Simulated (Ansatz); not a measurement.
# Relaxation of SbPt

All numbers below come from Ansatz, DFT PBEsol, scalar-relativistic, plane waves, PAW. (420 eV cutoff, 12×12×8 k-mesh, Gaussian smearing of 0.10 eV, no spin polarisation)

What was changed: relaxed at 12 GPa.

Spin–orbit coupling is left out, which can shift energies with elements as heavy as these.

Other phases may be more stable at this pressure.

Command:

```bash
ansatz run input.yaml --threads 1 --pin off --max-ram 2560MiB --backend cpu --events-out ev --progress --plain --runs-dir out
```

Input:

```yaml
crystal:
  lattice:
    - [4.0639448277, 0.0, 0.0]
    - [-2.0319724139, 3.5194794604, 0.0]
    - [0.0, 0.0, 5.3489944134]
  atoms:
    - { symbol: Sb, position: [0.3333333333, 0.6666666667, 0.25] }
    - { symbol: Sb, position: [0.6666666667, 0.3333333333, 0.75] }
    - { symbol: Pt, position: [0.0, 0.0, 0.0] }
    - { symbol: Pt, position: [0.0, 0.0, 0.5] }
basis:
  ecutwfc: 420
kpoints:
  mp_grid: { grid: [12, 12, 8] }
hamiltonian:
  xc: pbesol
scf:
  occupations: { method: gaussian, width: 0.1 }
output:
  forces: true
  stress: true
  eigenvalues: true
relax:
  adjacent_minimum: "off"
  f_tol: 0.008
  max_steps: 50
  cell: { stress_tol: 0.08, p_target: 12.0 }
```

F is the free energy. Steps run on the plane waves of an earlier cell, but the last one, and at times one on the way, on a freshly chosen basis, so a repeated geometry can differ a little in energy. The relaxation lowers the enthalpy F + PV at the target pressure, so F itself can rise.

Steps:

```csv
step,F − F(1) (eV),largest force component (eV/Å),V (Å³/atom),P (GPa)
1,0.0000,0.000,19.127,12.65
2,-0.0510,0.000,19.302,10.68
3,-0.0184,0.000,19.184,11.95
4,-0.0185,0.000,19.184,11.95
```

Relaxed structure:

```yaml
crystal:
  lattice:
    - [4.06037, 0.00000, 0.00000]
    - [-2.03019, 3.51639, 0.00000]
    - [0.00000, 0.00000, 5.37447]
  atoms:
    - { symbol: Sb, position: [0.33333, 0.66667, 0.25000] }
    - { symbol: Sb, position: [0.66667, 0.33333, 0.75000] }
    - { symbol: Pt, position: [0.00000, 0.00000, 0.00000] }
    - { symbol: Pt, position: [0.00000, 0.00000, 0.50000] }
```

It takes space group P6_3/mmc (No. 194, hexagonal). The conventional cell has a = 4.060 Å, b = 4.060 Å, c = 5.374 Å, α = 90.00°, β = 90.00°, γ = 120.00°. Sb (site symmetry -6m2) has 6 Pt at 2.70 Å as nearest neighbours. Pt (site symmetry -3m) is surrounded by 2 Pt at 2.69 Å and 6 Sb at 2.70 Å.

The run converged. The run took 58 s on 1 thread of Arm Neoverse V1 (shared host), peak memory 0.5 GiB.